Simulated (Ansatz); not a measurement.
# Si: stress in a strained cell

Si is deformed so: zz strain of -3 %. What stress and forces result, by LAPW, PAW and all-electron datasets made for the crystal?

Computed with Ansatz 0.2.0 (DFT PBE, scalar-relativistic, unless a step's input says otherwise).

### Step 1. The starting structure

The structure is orthorhombic, space group Imma (No. 74). Conventional cell: a = 4.502 Å, b = 4.737 Å, c = 2.550 Å, α = 90.00°, β = 90.00°, γ = 90.00°. Si (site symmetry mm2) is surrounded by 8 Si at 2.39 to 2.74 Å.

Structure file:

```xyz
2
Lattice="-2.2510 2.3685 1.2750 2.2510 -2.3685 1.2750 2.2510 2.3685 -1.2750" Properties=species:S:1:pos:R:3 pbc="T T T"
Si    0.0000    1.1843    1.4204
Si    2.2510    1.1843   -0.1454
```

Atoms are numbered in the order of the input: Si1, Si2.

### Step 2. The deformed structure

Space group Imma before, Imma after.

### Step 3. LAPW, all electrons

input.yaml reads:

```yaml
crystal:
  lattice:
    - [-2.251, 2.3685, 1.23675]
    - [2.251, -2.3685, 1.23675]
    - [2.251, 2.3685, -1.23675]
  atoms:
    - { symbol: Si, position: [0.807, 0.557, 0.25] }
    - { symbol: Si, position: [0.193, 0.443, 0.75] }
kpoints:
  mp_grid: { grid: [16, 16, 16] }
  band_path:
    path:
      - [0.0, 0.0, 0.0]
      - [0.5, -0.5, 0.5]
      - [0.4758105458, -0.4758105458, 0.5241894542]
      - [-0.4758105458, 0.4758105458, 0.4758105458]
      - [0.0, 0.0, 0.0]
      - [0.318164314, 0.318164314, -0.318164314]
      - [0.681835686, -0.318164314, 0.318164314]
      - [0.5, -0.5, 0.5]
      - [0.0, 0.0, 0.0]
    npoints: 5
scf:
  occupations: { method: fermi_dirac, width: 0.05 }
hamiltonian:
  xc: pbe
  pseudopotentials: { kind: all_electron, lapw: { basis_error: 0.0005 } }
output:
  forces: true
  stress: true
  eigenvalues: true
```

Run with:

```console
$ ansatz run input.yaml --threads 1 --pin off --max-ram 3072MiB --backend cpu --events-out ev --progress --plain --runs-dir out
```

Log, cut to the lines that bear on the results:

```text
LAPW: plane waves up to 7.818 Å⁻¹, error target 5.0e-4 eV per atom; small_component_spin mean_spin; Si in spheres of 1.193 Å, 12 of its electrons in bands, Dirac shells []
[...]
Pseudopotentials: kind: all_electron
Pseudopotential: Si, LAPW, valence charge 12, Koelling and Harmon's equation, gaussian nucleus
Functional definition: PBE
[...]
Crystal: 2 atoms, lattice volume = 26.375 Å³
Basis set: ecut = 232.86436007454273 eV, 211 PW (Γ), FFT grids on a1+a2, a2, a3, exchange–correlation at level 2
Bands: 16, of which v1, the nominal top of the filled ones, is band 12 counted from 1 (11 counted from 0)
Symmetry: 8 space group operations
Space group: Imma (ITA 74), of the structure as read, at distance tolerance 3.0e-5 Å
k-points: 621 of 4096
[...]
SCF iter   1: F=—  HF=-15783.710114 eV  |F-HF|=—  |Δ(HF+E_count)|=         —  Δρ=2.40e-2  dr2=7.87e-2  ethr=3.28e-4  ⟨swp⟩=2.9  Hψ=71319  notcnv=0
[...]
the basis was enlarged: its passes take 354.5 KiB over the memory plan, 1 of 1 planned eigensolver slots
[...]
SCF iter   6: F=-15783.702546 eV  HF=-15783.702546 eV  |F-HF|=1.56e-10  |Δ(HF+E_count)|=   1.50e-7  Δρ=1.50e-6  dr2=3.27e-10  ethr=3.47e-10  ⟨swp⟩=3.0  Hψ=28469  notcnv=0
[...]
NSCF: frozen V_eff on 41 k-points
SCF converged after 6 iterations
Free energy (F): -15783.702546 eV
[...]
E sigma→0 (E₀):  -15783.699400 eV
Entropy (-TS):   -0.006293 eV (-3.146 meV/atom)
Fermi energy:    13.617663 eV
[...]
--- Forces (eV/Å), atoms counted from 1 ---
  atom   1  Si     0.00000000     0.00000000    -0.03787987
  atom   2  Si    -0.00000000    -0.00000000     0.03787987
[...]
--- Stress (GPa, compression-positive) ---
       19.690528       0.000000       0.000000
        0.000000      20.668850      -0.000000
        0.000000      -0.000000      23.193845
  P = ⅓ Tr σ = 21.1844 GPa (211.844 kbar)
--- Band table (eV; the first three rows and the last of 621) ---
  k-point 0: bands = ["-120.6562", "-120.6504", "-76.7134", "-76.6973", "-76.6965", "-76.6960", "-76.6777", "-76.6542", "-1.5087", "10.3140", "10.8867", "11.5612", "14.4342", "21.3019", "22.5203", "24.2777"]
[...]
```

Run time: 46 s. Hardware: 1 thread of Intel Xeon Platinum 8375C at 2.90GHz (Ice Lake), shared host; peak memory 0.74 GiB.

This run gives: pressure 21.18 GPa; no gap; largest force 0.038 eV/Å.

### Step 4. PAW with frozen cores

input.yaml reads:

```yaml
crystal:
  lattice:
    - [-2.251, 2.3685, 1.23675]
    - [2.251, -2.3685, 1.23675]
    - [2.251, 2.3685, -1.23675]
  atoms:
    - { symbol: Si, position: [0.807, 0.557, 0.25] }
    - { symbol: Si, position: [0.193, 0.443, 0.75] }
kpoints:
  mp_grid: { grid: [16, 16, 16] }
scf:
  occupations: { method: fermi_dirac, width: 0.05 }
hamiltonian:
  xc: pbe
  pseudopotentials: { kind: paw }
output:
  forces: true
  stress: true
  eigenvalues: true
  efg: { contact_densities: true }
```

Run with:

```console
$ ansatz run input.yaml --threads 1 --pin off --max-ram 3072MiB --backend cpu --events-out ev --progress --plain --runs-dir out
```

Log, cut to the lines that bear on the results:

```text
[...]
Pseudopotentials: kind: paw
Pseudopotential: Si, paw, valence charge 4, recommended cutoff 420 eV (normal)
Functional definition: PBE
[...]
Crystal: 2 atoms, lattice volume = 26.375 Å³
Basis set: ecut = 420 eV, 513 PW (Γ), exchange–correlation on 48×48×48 points (8 copies of the dense FFT grid, shifted against one another)
Bands: 8, of which v1, the nominal top of the filled ones, is band 4 counted from 1 (3 counted from 0)
Symmetry: 8 space group operations
Space group: Imma (ITA 74), of the structure as read, at distance tolerance 3.0e-5 Å
k-points: 621 of 4096
[...]
SCF iter   1: F=—  HF=-1270.785693 eV  |F-HF|=—  |Δ(HF+E_count)|=         —  Δρ=2.58e-3  dr2=1.33e-3  ethr=1.77e-3  ⟨swp⟩=5.2  Hψ=40256  notcnv=0
[...]
Entropy (-TS):   -0.006296 eV (-3.148 meV/atom)
Fermi energy:    11.745669 eV
[...]
--- Forces (eV/Å), atoms counted from 1 ---
  atom   1  Si     0.00000000     0.00000000    -0.03789297
  atom   2  Si    -0.00000000    -0.00000000     0.03789297
[...]
--- Stress (GPa, compression-positive) ---
       19.709359       0.000000       0.000000
        0.000000      20.718698      -0.000000
        0.000000      -0.000000      23.218387
  P = ⅓ Tr σ = 21.2155 GPa (212.155 kbar)
--- PAW observables at the nuclei: V_zz in 10²¹ V/m², potentials from the cell's mean, atoms counted from 1 ---
  atom   1  Si V_zz =    -2.353092   η = 0.0353   by run symmetry: allowed
            electrostatic potential = -1364.147822 V   contact ρ = 12813.479803 e/Å³
  atom   2  Si V_zz =    -2.353092   η = 0.0353   by run symmetry: allowed
            electrostatic potential = -1364.147822 V   contact ρ = 12813.479803 e/Å³
--- Band table (eV; the first three rows and the last of 621) ---
  k-point 0: bands = ["-3.3796", "8.4429", "9.0167", "9.6910", "12.5568", "19.4236", "20.6504", "22.4030"]
[...]
```

Run time: 7.9 s. Hardware: 1 thread of Intel Xeon Platinum 8375C at 2.90GHz (Ice Lake), shared host; peak memory 0.46 GiB.

Read from it: pressure 21.22 GPa; no gap; largest force 0.038 eV/Å; Vzz Si1 -2.35 (η = 0.04) (10²¹ V/m²).

### Step 5. All-electron PAW on datasets made for the crystal

input.yaml: that of step 4 with these lines changed.

```diff
@@ -14,3 +14,3 @@
   xc: pbe
-  pseudopotentials: { kind: paw }
+  pseudopotentials: { kind: all_electron, datasets: crystal }
 output:
```

Run with:

```console
$ ansatz run input.yaml --threads 1 --pin off --max-ram 3072MiB --backend cpu --events-out ev --progress --plain --runs-dir out
```

Log, cut to the lines that bear on the results:

```text
[...]
Pseudopotentials: kind: all_electron
Pseudopotential: Si, paw, valence charge 12, recommended cutoff 220 eV (normal), Koelling and Harmon's equation, gaussian nucleus
Functional definition: PBE
[...]
Crystal: 2 atoms, lattice volume = 26.375 Å³
Basis set: ecut = 220 eV, 183 PW (Γ), exchange–correlation on 36×36×36 points (8 copies of the dense FFT grid, shifted against one another)
Bands: 8, of which v1, the nominal top of the filled ones, is band 4 counted from 1 (3 counted from 0)
Symmetry: 8 space group operations
Space group: Imma (ITA 74), of the structure as read, at distance tolerance 3.0e-5 Å
k-points: 621 of 4096
[...]
SCF iter   1: F=—  HF=-15783.626625 eV  |F-HF|=—  |Δ(HF+E_count)|=         —  Δρ=2.94e-2  dr2=1.21e-1  ethr=1.41e-3  ⟨swp⟩=4.1  Hψ=35903  notcnv=0
[...]
--- Forces (eV/Å), atoms counted from 1 ---
  atom   1  Si     0.00000000     0.00000000    -0.03795478
  atom   2  Si    -0.00000000    -0.00000000     0.03795478
[...]
--- Stress (GPa, compression-positive) ---
       19.689535       0.000000       0.000000
        0.000000      20.666466      -0.000000
        0.000000      -0.000000      23.191291
  P = ⅓ Tr σ = 21.1824 GPa (211.824 kbar)
  It holds what live shells' own plane waves past their cutoff add
--- PAW observables at the nuclei: V_zz in 10²¹ V/m², potentials from the cell's mean, atoms counted from 1 ---
  atom   1  Si V_zz =    -2.354068   η = 0.0321   by run symmetry: allowed
            electrostatic potential = -1363.885727 V   contact ρ = 12822.470494 e/Å³
  atom   2  Si V_zz =    -2.354068   η = 0.0321   by run symmetry: allowed
            electrostatic potential = -1363.885727 V   contact ρ = 12822.470494 e/Å³
--- Band table (eV; the first three rows and the last of 621) ---
  k-point 0: bands = ["-1.5087", "10.3140", "10.8866", "11.5612", "14.4342", "21.3022", "22.5202"]
[...]
```

Run time: 18 s. Hardware: 1 thread of Intel Xeon Platinum 8375C at 2.90GHz (Ice Lake), shared host; peak memory 0.53 GiB.

In short: pressure 21.18 GPa; no gap; largest force 0.038 eV/Å; Vzz Si1 -2.35 (η = 0.03) (10²¹ V/m²).

### Step 6. Stress and forces compared

Stress (GPa, compression positive):

```csv
method,xx,yy,zz,yz,xz,xy
LAPW,19.69,20.67,23.19,0.00,0.00,0.00
PAW,19.71,20.72,23.22,0.00,0.00,0.00
crystal datasets,19.69,20.67,23.19,0.00,0.00,0.00
```

Forces (eV/Å):

```csv
atom,LAPW x,LAPW y,LAPW z,PAW x,PAW y,PAW z,crystal datasets x,crystal datasets y,crystal datasets z
Si1,0.000,0.000,-0.038,0.000,0.000,-0.038,0.000,0.000,-0.038
Si2,0.000,0.000,0.038,0.000,0.000,0.038,0.000,0.000,0.038
```

```
          method  pressure (GPa)  largest force (eV/Å)  Vzz Si1 (10²¹ V/m²)  SCF cycles, all passes
            LAPW           21.18                 0.038                    –                       6
             PAW           21.22                 0.038                -2.35                       6
crystal datasets           21.18                 0.038                -2.35                       6
```

### Step 7. Outcome

```
                                 quantity                                              value
                                 pressure  LAPW 21.18, PAW 21.22, crystal datasets 21.18 GPa
largest shear or deviatoric stress (LAPW)                                           2.01 GPa
```

In words: The largest part of the stress beyond the pressure is 2.01 GPa in size, in the zz component; the atoms are carried along and not relaxed. No run of the undeformed cell stands beside it, so the pressure holds what the given cell had before the change. PAW: stress within 0.05 GPa of LAPW, forces within 1 meV/Å. Crystal datasets: stress within 0.01 GPa of LAPW, forces within 1 meV/Å.
